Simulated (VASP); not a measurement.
Write the native input for VASP 6.6.1 that does the following.

| Quantity | Value |
| --- | --- |
| Task | single point |
| Functional | PBE |
| Potentials or basis | VASP PAW PBE potentials, release 64 (Gd_3), 4f in core |
| Cutoff | 600 eV |
| k mesh | 9 × 9 × 9 |
| Occupations | gaussian, width 0.05 eV |
| Spin | collinear spin, ferromagnetic start |
| Starting moments | [7.0] μB |
| Further INCAR settings | ALGO = Normal; EDIFF = 1e-06 |

The structure of Gd lies in POSCAR:

```
Gd
1.0
    0.0000000000      2.5858190855      2.5858190855
    2.5858190855      0.0000000000      2.5858190855
    2.5858190855      2.5858190855      0.0000000000
Gd
1
Direct
    0.0000000000      0.0000000000      0.0000000000
```

This isn't the form of Gd at room conditions, which is hcp.

One way to write it, as run:

INCAR

```
SYSTEM = Gd
PREC = Accurate ; ENCUT = 600
EDIFF = 1E-6 ; ISMEAR = 0
SIGMA = 0.05 ; LREAL = .False.
LASPH = .True. ; NELM = 150
ALGO = Normal ; ISIF = 2
LWAVE = .False. ; LCHARG = .False.
ISPIN = 2 ; MAGMOM = 7
LORBIT = 11 ; LMAXMIX = 6
GGA = PE
```

KPOINTS

```
Automatic mesh
0
Gamma
  9 9 9
  0 0 0
```

Potentials or basis: VASP PAW PBE potentials, release 64 (Gd_3), 4f in core.

Command:

```sh
$ cat potpaw_PBE.64/Gd_3/POTCAR > POTCAR
$ mpirun -np 1 vasp_std > vasp.out
```

Results of the run:

The pressure is -2.2 GPa. The band gap on the k mesh is none (metal or under the smearing width), the net moment is -0.05 μB per cell and the site moments are Gd -0.03 μB. The valence electrons inside the program's atomic spheres are Gd 7.63.

Caveat: spin-orbit coupling is left out, which moves the levels of the heavy elements; the 4f electrons are frozen in the core as for a trivalent ion, so they carry no moment and show no levels.

It took 37 s on 1 thread of Intel(R) Xeon(R) Platinum 8488C (Sapphire Rapids) (shared host), peak memory 0.2 GiB.
